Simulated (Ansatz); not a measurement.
The system is BAs.

```xyz
2
Lattice="2.9344 0.0000 0.0000 0.0000 2.9344 0.0000 0.0000 0.0000 2.9344" Properties=species:S:1:pos:R:3 pbc="T T T"
B     1.4672    1.4672    1.4672
As    0.0000    0.0000    0.0000
```

The cell was built by a generator and needn't be a form met in nature.

| Property | Result |
| --- | --- |
| Program | Ansatz 0.2.0 |
| Task | relaxation of cell and atoms |
| Functional | HSE06 |
| Potentials or basis | Ansatz PAW |
| Cutoff | 420 eV (not typed: the program's choice for these potentials) |
| k mesh | 5 × 5 × 5 |
| Occupations | fermi-dirac, width 0.05 eV |
| Spin | no spin polarisation |

At the start: volume 12.63 Å³/atom.

Task: Where does the relaxation end?

Result: It ends after 5 steps and the volume is 11.93 Å³/atom (-5.6 %); space group Pm-3m (No. 221, to 0.05 Å).

Step by step:
| step | energy change (eV) | largest force (eV/Å) | volume (Å³) |
| --- | --- | --- | --- |
| 1 | 0.0000 | 0.0000 | 25.27 |
| 2 | -0.0272 | 0.0000 | 23.61 |
| 3 | -0.0280 | 0.0000 | 23.91 |
| 4 | -0.0281 | 0.0000 | 23.86 |
| 5 | -0.0273 | 0.0000 | 23.86 |

Final structure:
```
B As
1.0
     2.87870    0.00000    0.00000
     0.00000    2.87870    0.00000
     0.00000    0.00000    2.87870
B As
1 1
Direct
  0.50000 0.50000 0.50000
  0.00000 0.00000 0.00000
```

Caveat: the k mesh is coarse (spacing up to 0.43 Å⁻¹), so the values aren't converged, least of all with exact exchange; the plane-wave basis is chosen anew once the cell has moved, so the energies of steps on either side of that aren't comparable; the PAW data sets come from PBE, with cores solved anew for the run's functional, which leaves a small shift of forces and pressure.
